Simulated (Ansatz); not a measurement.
# Si2Mo (AlB2 type): a single-point run

The task is a single-point run on Si2Mo (AlB2 type). The structure is shown as the input types it.

Computed with Ansatz 0.2.0 (DFT, PBE, norm-conserving pseudopotentials, Ansatz's default files, scalar-relativistic, unless a step's input says otherwise).

### 1 The starting structure

The structure is hexagonal, space group P6/mmm (No. 191). The conventional cell has a = 4.309 Å, b = 4.309 Å, c = 2.609 Å, α = 90.00°, β = 90.00°, γ = 120.00°. Mo (site symmetry 6/mmm) is surrounded by 2 Mo at 2.61 Å and 12 Si at 2.81 Å. Si (site symmetry -6m2) is surrounded by 5 Si at 2.49 to 2.61 Å and 6 Mo at 2.81 Å.

Coordinates:

```
Mo Si
1.0
     4.30879    0.00000    0.00000
    -2.15440    3.73153    0.00000
     0.00000    0.00000    2.60920
Mo Si
1 2
Direct
  0.00000 0.00000 0.00000
  0.33333 0.66667 0.50000
  0.66667 0.33333 0.50000
```

### 2 Input and run

Contents of input.yaml:

```yaml
crystal:
  lattice:
    - [4.308793949, 0.0, 0.0]
    - [-2.1543969745, 3.7315250194, 0.0]
    - [0.0, 0.0, 2.6091989549]
  atoms:
    - { symbol: Mo, position: [0.0, 0.0, 0.0] }
    - { symbol: Si, position: [0.3333333333, 0.6666666667, 0.5] }
    - { symbol: Si, position: [0.6666666667, 0.3333333333, 0.5] }
kpoints:
  mp_grid: { grid: [1, 1, 1] }
scf:
  occupations: { method: fermi_dirac, width: 0.08 }
  max_iter: 60
hamiltonian:
  xc: pbe
  pseudopotentials: { kind: nc }
output:
  forces: true
  stress: true
  eigenvalues: true
```

Command:

```console
> ansatz run input.yaml --threads 1 --pin off --max-ram 3072MiB --backend cpu --events-out ev --progress --plain --runs-dir out
```

**Question.** How will this run end, and is anything wrong with its input?

This run ends as converged. That alone doesn't make the input a sound one.

Look at the input: kpoints.mp_grid.grid is [1, 1, 1]. Band dispersion is ignored when only one k-point is used.

To check: set kpoints.mp_grid.grid to [9, 9, 7].
